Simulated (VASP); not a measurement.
# SnS2 in VASP: a series of runs, part 2 of 2

VASP 6.6.1.

### 3 Relaxation of cell and atoms, PBE+D3(BJ)

This run uses another cell than the first one, of 80.03 Å³/atom, 1.012 times its volume.

Input file INCAR:

```
SYSTEM = SnS2
PREC     = Accurate       ! precision mode
ENCUT    = 600            ! plane-wave cutoff, eV
EDIFF    = 1E-6           ! SCF threshold, eV
ISMEAR   = 0              ! smearing method
SIGMA    = 0.03           ! smearing width, eV
LREAL    = .False.        ! projectors in reciprocal space
LASPH    = .True.         ! aspherical terms in the spheres
NELM     = 80             ! most SCF steps
ALGO     = Normal         ! electronic algorithm
ISIF     = 3              ! what is computed and relaxed
LWAVE    = .False.        ! write WAVECAR
LCHARG   = .False.        ! write CHGCAR
GGA      = PE             ! functional
IVDW     = 12             ! dispersion correction
IBRION   = 2              ! ionic algorithm
NSW      = 90             ! ionic steps
EDIFFG   = -0.01          ! ionic threshold
LATTICE_CONSTRAINTS= .TRUE. .TRUE. .FALSE.
```

Input file KPOINTS:

```
regular mesh
0
Gamma
  12 12 1
  0 0 0
```

Input file POSCAR:

```
SnS2
1.0
    3.6390000000      0.0000000000      0.0000000000
   -1.8195000000      3.1514664400      0.0000000000
    0.0000000000      0.0000000000     20.9340000000
S Sn
2 1
Direct
    0.6666666700      0.3333333300      0.4299226100
    0.3333333300      0.6666666700      0.5700773900
    0.0000000000      0.0000000000      0.5000000000
```

Potentials or basis: VASP PAW PBE potentials, release 64 (S, Sn_d).

The run is started by

```console
$ cat potpaw_PBE.64/S/POTCAR potpaw_PBE.64/Sn_d/POTCAR > POTCAR
$ mpirun -np 1 vasp_std > vasp.out
```

OUTCAR:

```text
SYSTEM = SnS2
   PREC = Accurate
   ENCUT = 600
   EDIFF = 1E-6
   ISMEAR = 0
   LREAL = .False.
   LASPH = .True.
   NELM = 80
   ISIF = 3
   GGA = PE
   IVDW = 12
   IBRION = 2
   NSW = 90
   EDIFFG = -0.01
 IVDW          = 12

 ion  position               nearest neighbor table
   1  0.667  0.333  0.430-   3 2.56   3 2.56   3 2.56
   2  0.333  0.667  0.570-   3 2.56   3 2.56   3 2.56
   3  0.000  0.000  0.500-   1 2.56   2 2.56   2 2.56   1 2.56   1 2.56   2 2.56

  LATTYP: Found a hexagonal cell.
 ALAT       =     3.6390000000
 C/A-ratio  =     5.7526793075

  Lattice vectors:

 A1 = (   3.6390000000,   0.0000000000,   0.0000000000)
 A2 = (  -1.8195000000,   3.1514664400,   0.0000000000)
 A3 = (   0.0000000000,   0.0000000000,  20.9340000000)

Analysis of symmetry for initial positions (statically):
[... 167 lines left out ...]
  ext. energy  EPLUGINS =         0.00000000
  ---------------------------------------------------
  free energy    TOTEN  =       -13.18443169 eV

  energy without entropy =      -13.18443169  energy(sigma->0) =      -13.18443169

------------------------ aborting loop because EDIFF is reached ----------------------------------------

 Edisp (eV)   -0.70959

 E8    (eV) :    -0.3110
[... 196 lines left out ...]
--------------------------------------- Ionic step        6  -------------------------------------------

 number of electron      25.9999996 magnetization

 Free energy of the ion-electron system (eV)
  ---------------------------------------------------
  ext. energy  EPLUGINS =         0.00000000
  ---------------------------------------------------
  free energy    TOTEN  =       -13.20688545 eV

  energy without entropy =      -13.20688545  energy(sigma->0) =      -13.20688545

 E-fermi :  -3.4600     XC(G=0):  -3.1827

 val. band max:       -3.6052583086   @ k =   0.1667   0.0000   0.0000
 cond. band min:      -2.0300645311   @ k =   0.5000   0.0000   0.0000
 fundamental gap:      1.5751937776
 Fermi energy:        -3.4599882944

 k-point     1 :       0.0000    0.0000    0.0000
  band No.  band energies     occupation
      1     -24.3744      2.00000
      2     -24.3744      2.00000
      3     -24.3324      2.00000
      4     -24.3076      2.00000
      5     -24.3076      2.00000
      6     -17.0132      2.00000
[... 403 lines left out ...]
  FREE ENERGIE OF THE ION-ELECTRON SYSTEM (eV)
  ---------------------------------------------------
  free  energy   TOTEN  =       -13.9038966594 eV

  energy  without entropy=      -13.9038966594  energy(sigma->0) =      -13.90389666

 reached required accuracy - stopping structural energy minimisation
```

CONTCAR:

```text
SnS2
   1.00000000000000
     3.6630995849909072   -0.0000000000000000    0.0000000000000000
    -1.8315497924954536    3.1723372927365818    0.0000000000000000
     0.0000000000000000    0.0000000000000000   20.9340000000000011
  S               Sn
     2     1
Direct
     0.6666666699999979    0.3333333300000021    0.4290966644915219
     0.3333333300000021    0.6666666699999979    0.5709033355084782
     1.0000000000000000    1.0000000000000000    0.5000000000000000

  0.00000000E+00  0.00000000E+00  0.00000000E+00
  0.00000000E+00  0.00000000E+00  0.00000000E+00
  0.00000000E+00  0.00000000E+00  0.00000000E+00
```

It took 7.1 min on 1 thread of Intel Xeon Platinum 8488C (Sapphire Rapids), shared host; peak memory 0.48 GiB.

Results:

* Free energy: -13.9039 eV
* Relaxed volume: 81.09 Å³/atom
* Relaxed cell: a = 3.663 Å, b = 3.663 Å, c = 20.934 Å, α = 90.00°, β = 90.00°, γ = 120.00°
* Space group after relaxing (to 0.05 Å): P-3m1 (No. 164)
* Energy gained by relaxing: 3.3 meV/atom
* Ionic steps: 6
* Largest force after relaxing: 0.003 eV/Å
* Band gap on the k mesh: 1.58 eV, indirect (least direct gap 1.83 eV)
* Dispersion energy per atom: -0.232 eV

Forces in eV/Å, atoms in the order of the input:
```
S    0.000  0.000  0.003
S    0.000  0.000 -0.003
Sn   0.000  0.000  0.000
```

Step by step:
```csv
step,energy change (eV),largest force (eV/Å),pressure (GPa),volume (Å³)
1,0.0000,0.2851,0.54,240.08
2,-0.0070,0.0476,-0.24,246.28
3,-0.0093,0.0593,0.01,244.19
4,-0.0093,0.0549,0.00,244.27
5,-0.0096,0.0336,0.00,243.90
6,-0.0099,0.0031,-0.01,243.27
```

Final structure:
```yaml
crystal:
  lattice:
    - [3.66310, 0.00000, 0.00000]
    - [-1.83155, 3.17234, 0.00000]
    - [0.00000, 0.00000, 20.93400]
  atoms:
    - { symbol: S, position: [0.66667, 0.33333, 0.42910] }
    - { symbol: S, position: [0.33333, 0.66667, 0.57090] }
    - { symbol: Sn, position: [0.00000, 0.00000, 0.50000] }
```

Caveat: spin-orbit coupling is left out, which moves the levels of the heavy elements.

### 4 Relaxation of cell and atoms, PBE+D3(BJ)

This run uses another cell than the first one, of 81.09 Å³/atom, 1.026 times its volume.

Changes to INCAR since step 3:

```diff
@@ -3,3 +3,3 @@
 ENCUT    = 600            ! plane-wave cutoff, eV
-EDIFF    = 1E-6           ! SCF threshold, eV
+EDIFF    = 1E-7           ! SCF threshold, eV
 ISMEAR   = 0              ! smearing method
@@ -17,3 +17,3 @@
 NSW      = 90             ! ionic steps
-EDIFFG   = -0.01          ! ionic threshold
+EDIFFG   = -0.005         ! ionic threshold
 LATTICE_CONSTRAINTS= .TRUE. .TRUE. .FALSE.
```

KPOINTS is that of step 3.

Input file POSCAR:

```
SnS2                                    
1.0
    3.6630995850     -0.0000000000      0.0000000000
   -1.8315497925      3.1723372927      0.0000000000
    0.0000000000      0.0000000000     20.9340000000
  S               Sn            
     2     1
Direct
     0.6666666699999979    0.3333333300000021    0.4290966644915219
     0.3333333300000021    0.6666666699999979    0.5709033355084782
     1.0000000000000000    1.0000000000000000    0.5000000000000000
```

The run is started by

```console
$ cat potpaw_PBE.64/S/POTCAR potpaw_PBE.64/Sn_d/POTCAR > POTCAR
$ mpirun -np 1 vasp_std > vasp.out
```

Run time: 3.1 min. Hardware: 1 thread of Intel Xeon Platinum 8488C (Sapphire Rapids), shared host; peak memory 0.44 GiB.

The run converged. Its results:

- Free energy: -13.9040 eV
- Largest force after relaxing: 0.003 eV/Å
- Band gap on the k mesh: 1.58 eV, indirect (least direct gap 1.83 eV)
- Dispersion energy per atom: -0.232 eV

Forces on the atoms (eV/Å):
```
S    0.000  0.000  0.003
S    0.000  0.000 -0.003
Sn   0.000  0.000  0.000
```

Final structure:
```xyz
3
Lattice="3.6631 0.0000 0.0000 -1.8315 3.1723 0.0000 0.0000 0.0000 20.9340" Properties=species:S:1:pos:R:3 pbc="T T T"
S     1.8316    1.0574    8.9827
S     0.0000    2.1149   11.9513
Sn    0.0000    0.0000   10.4670
```

Levels at points of the mesh, in eV from the valence-band top:
```csv
k point,band 11,band 12,band 13,band 14,band 15,band 16
"(0.00, 0.00, 0.00)",-0.46,-0.08,-0.08,2.46,3.88,5.48
"(0.50, 0.00, 0.00)",-2.04,-0.52,-0.26,1.58,4.80,6.33
```

Caveat: the relaxation stopped at its first step, so nothing moved; spin-orbit coupling is left out, which moves the levels of the heavy elements.
